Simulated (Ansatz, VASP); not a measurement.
**Two plane-wave programs on CdSe**

Contents of POSCAR:

```
CdSe
1.0
    0.0000000000      3.0677809647      3.0677809647
    3.0677809647      0.0000000000      3.0677809647
    3.0677809647      3.0677809647      0.0000000000
Cd Se
1 1
Direct
    0.0000000000      0.0000000000      0.0000000000
    0.2500000000      0.2500000000      0.2500000000
```

File INCAR.step1:

```
SYSTEM = CdSe
  PREC = Accurate
  ENCUT = 520
  EDIFF = 1E-5
  ISMEAR = 0
  SIGMA = 0.01
  LREAL = .False.
  LASPH = .True.
  NELM = 60
  ALGO = Normal
  ISIF = 2
  LWAVE = .True.
  NBANDS = 16
  GGA = PE
```

Contents of INCAR.step2:

```
SYSTEM = CdSe
  PREC = Accurate
  ENCUT = 520
  EDIFF = 1E-6
  ISMEAR = 0
  SIGMA = 0.01
  LREAL = .False.
  LASPH = .True.
  NELM = 60
  ALGO = Normal
  ISIF = 2
  LWAVE = .False.
  LCHARG = .True.
  GGA = PE
  LHFCALC = .True.
  HFSCREEN = 0.2079
  PRECFOCK = Normal
  LELF = .True.
  LVHAR = .True.
  NBANDS = 16
  ISTART = 1
```

Contents of KPOINTS:

```
regular mesh
0
Gamma
  4 4 4
  0 0 0
```

Input for Ansatz:

```yaml
crystal:
  lattice:
    - [0.0, 3.0677809647, 3.0677809647]
    - [3.0677809647, 0.0, 3.0677809647]
    - [3.0677809647, 3.0677809647, 0.0]
  atoms:
    - { symbol: Cd, position: [0.0, 0.0, 0.0] }
    - { symbol: Se, position: [0.25, 0.25, 0.25] }
kpoints:
  mp_grid: { grid: [4, 4, 4] }
  band_path:
    path:
      - [0.0, 0.0, 0.0]
      - [-0.5, -0.5, 0.0]
      - [-0.375, -0.375, 0.25]
      - [-0.375, 0.0, 0.375]
      - [0.0, 0.0, 0.5]
      - [-0.5, -0.25, 0.25]
    npoints: 1
hamiltonian:
  xc: hse06
scf:
  occupations: { method: fixed }
  n_extra_bands: 4
output:
  forces: true
  stress: true
  eigenvalues: true
```

Alike in both runs: task single point; functional HSE06; k mesh 4 × 4 × 4; no spin polarisation.

|  | VASP | Ansatz |
| --- | --- | --- |
| version | VASP 6.6.1 | Ansatz 0.2.0 |
| potentials or method | VASP PAW PBE potentials, release 64 (Cd, Se) | plane waves, PAW |
| plane-wave cutoff (eV) | 520 | 420 |
| occupations | gaussian, width 0.01 eV | fixed |
| valence electrons in the cell | 18 | 36 |

Ansatz gave:

```
gap on the k mesh at the Fermi level (eV) : 1.50
pressure (GPa)                            : 0.4
```

**Question.** Estimate VASP's values.

**Answer.** gap on the k mesh at the Fermi level (eV): 1.50; pressure (GPa): 0.5.

The two sets of potentials don't hold the same shells in valence. Ansatz warned: «stress_exchange_threshold_loose».

Caveats: the k mesh is coarse (spacing up to 0.44 Å⁻¹), so the values aren't converged, least of all with exact exchange; the PAW data sets were made with another functional, which shifts forces and pressure a little (VASP).
